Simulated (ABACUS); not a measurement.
## Al: equation of state with PBE

**What was measured.**

“The interpretation of polycrystalline coherent inelastic neutron scattering from aluminium”, 2013, pmc:3831299 quotes, for a bulk crystal of Al: bulk modulus 76.9 GPa.

The system is Al.

```
CELL_PARAMETERS angstrom
0.00000 2.02481 2.02481
2.02481 0.00000 2.02481
2.02481 2.02481 0.00000
ATOMIC_POSITIONS crystal
Al 0.00000 0.00000 0.00000
```

```json
{
  "Program": "ABACUS 3.10.1",
  "Task": "equation of state",
  "Functional": "PBE",
  "Potentials or basis": "PseudoDojo NC SR 0.4.1 PBE standard",
  "Cutoff": "558 eV",
  "Density cutoff": "2231 eV",
  "Basis": "plane waves",
  "k mesh": "11 × 11 × 11",
  "Occupations": "fermi-dirac, width 0.05 eV",
  "Spin": "no spin polarisation"
}
```

| Quantity | Value |
| --- | --- |
| Equilibrium volume | 16.46 Å³/atom |
| Bulk modulus | 80 GPa |
| Pressure derivative of the bulk modulus | 4.5 |

Energy against volume, from the lowest point:
```csv
volume (Å³/atom),energy (meV/atom)
15.607,11.94
15.939,4.13
16.271,0.29
16.603,0.00
16.935,2.90
17.267,8.64
17.599,16.93
```

All runs of the series together: 11 s on 4 threads of Intel(R) Xeon(R) Platinum 8488C (Sapphire Rapids), on a shared host.

A measured bulk modulus of Al is 76.9 GPa (quoted in “The interpretation of polycrystalline coherent inelastic neutron scattering from aluminium”, 2013, pmc:3831299); the calculated 80 GPa misses it by +3.5 %. The fit is for a static lattice scaled at fixed shape and fixed fractional positions. The cell as given is a measured one (16.60 Å³/atom); PBE puts the equilibrium volume -0.8 % from it, thermal expansion not counted.
